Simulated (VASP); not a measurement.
# From VASP inputs to Ansatz: GaSb (measured structure)

INCAR

```
EDIFF = 1E-7
SIGMA = 0.02
GGA = PE
ISIF = 2
NELM = 120
IBRION = -1
ISMEAR = -1
LREAL = .FALSE.
NBANDS = 16
NSW = 0
LWAVE = .FALSE.
LASPH = .TRUE.
ENCUT = 520
PREC = Accurate
LCHARG = .FALSE.
```

KPOINTS

```
KPOINTS created by Atomic Simulation Environment
0
Gamma
8 8 8
0 0 0
```

KPOINTS_OPT

```
special points
6
Reciprocal
0.0000000000 0.0000000000 0.0000000000 1
-0.5000000000 -0.5000000000 0.0000000000 1
-0.3750000000 -0.3750000000 0.2500000000 1
-0.3750000000 0.0000000000 0.3750000000 1
0.0000000000 0.0000000000 0.5000000000 1
-0.5000000000 -0.2500000000 0.2500000000 1
```

POSCAR

```
Ga Sb
 1.0000000000000000
    -0.0000000000000000    3.0658848221435004    3.0658848221435004
     3.0658848221435004    0.0000000000000000    3.0658848221435004
     3.0658848221435004    3.0658848221435004    0.0000000000000000
 Ga  Sb
   1   1
Cartesian
  0.0000000000000000 -0.0000000000000000  0.0000000000000000
  1.5329424110717502  1.5329424110717502  1.5329424110717502
```

VASP ran with the recommended PBE PAW datasets (18 valence electrons in the cell).

Q: Translate these files to an Ansatz input.

A: 

```yaml
crystal:
  lattice:
    - [0.0, 3.0658848221, 3.0658848221]
    - [3.0658848221, 0.0, 3.0658848221]
    - [3.0658848221, 3.0658848221, 0.0]
  atoms:
    - { symbol: Ga, position: [0.0, 0.0, 0.0] }
    - { symbol: Sb, position: [0.25, 0.25, 0.25] }
kpoints:
  mp_grid: { grid: [8, 8, 8] }
  band_path:
    path:
      - [0.0, 0.0, 0.0]
      - [-0.5, -0.5, 0.0]
      - [-0.375, -0.375, 0.25]
      - [-0.375, 0.0, 0.375]
      - [0.0, 0.0, 0.5]
      - [-0.5, -0.25, 0.25]
    npoints: 1
hamiltonian:
  xc: pbe
scf:
  occupations: { method: fermi_dirac, width: 0.02 }
  n_extra_bands: 4
output:
  forces: true
  stress: true
  eigenvalues: true
  write_density: true
  write_potential: true
  elf: true
  volumetric_format: npy
```

Other inputs would serve too.

|  | VASP | Ansatz |
| --- | --- | --- |
| gap between bands v and c | 0.00 eV | 0.00 eV |
| least direct gap | 0.00 eV | 0.00 eV |
| pressure | 2.1 GPa | 2.0 GPa |

The two codes use different PAW datasets and cutoffs. VASP's cell holds 18 valence electrons and Ansatz's 28. Ansatz's stress includes a Pulay correction; VASP's doesn't.
